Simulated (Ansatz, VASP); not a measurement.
## Two plane-wave programs on C

```
C
1.0
     0.00000    1.78013    1.78013
     1.78013    0.00000    1.78013
     1.78013    1.78013    0.00000
C
2
Direct
  0.00000 0.00000 0.00000
  0.25000 0.25000 0.25000
```

Alike in both runs: functional r2SCAN; k mesh 13 × 13 × 13; occupations fermi-dirac, width 0.01 eV; no spin polarisation.

Ansatz relaxed the structure, and its values are those at the end. VASP's run is a single point on that final structure, the one shown.

```csv
,VASP,Ansatz
version,VASP 6.6.1,Ansatz 0.2.0
potentials or method,"VASP PAW PBE potentials, release 64 (C)",plane-wave PAW DFT
plane-wave cutoff (eV),520,500
valence electrons in the cell,8,8
```

```csv
,VASP,Ansatz,Ansatz less VASP
pressure (GPa),1.1,0.0,-1.13
```

With one functional, cell and mesh, what is left measures potentials, basis and numerics.

Caveats: the PAW data sets were made with another functional, which shifts forces and pressure a little (VASP).
